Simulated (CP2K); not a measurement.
The system is GaN.

```
Ga N
1.0
     3.18000    0.00000    0.00000
    -1.59000    2.75396    0.00000
     0.00000    0.00000    5.16600
Ga N
2 2
Direct
  0.66667 0.33333 0.50000
  0.33333 0.66667 0.00000
  0.66667 0.33333 0.87500
  0.33333 0.66667 0.37500
```

Base run:

```yaml
Program: CP2K 2026.2
Functional: PBEsol
Potentials_or_basis: GTH_SOC_POTENTIALS Ga GTH-PBE-q13, N GTH-PBE-q5; DZVP-MOLOPT-SR-GTH basis
Density_cutoff: 6123 eV
k_mesh: 10 × 10 × 5
Occupations: fermi-dirac, width 0.05 eV
Spin: spin-orbit coupling, no magnetisation
```

Its results: pressure 4.4 GPa.

Q: The run is repeated on the same cell with these changes: functional from PBEsol to PBE. What comes out?

A: Pressure 9.8 GPa.

PBE binds less tightly than PBEsol, so the same cell stands under more pressure.

Caveats: the basis of atomic orbitals isn't converged, which shifts pressures, moduli and gaps; the potentials were made for another functional, which shifts forces and pressure (some runs).
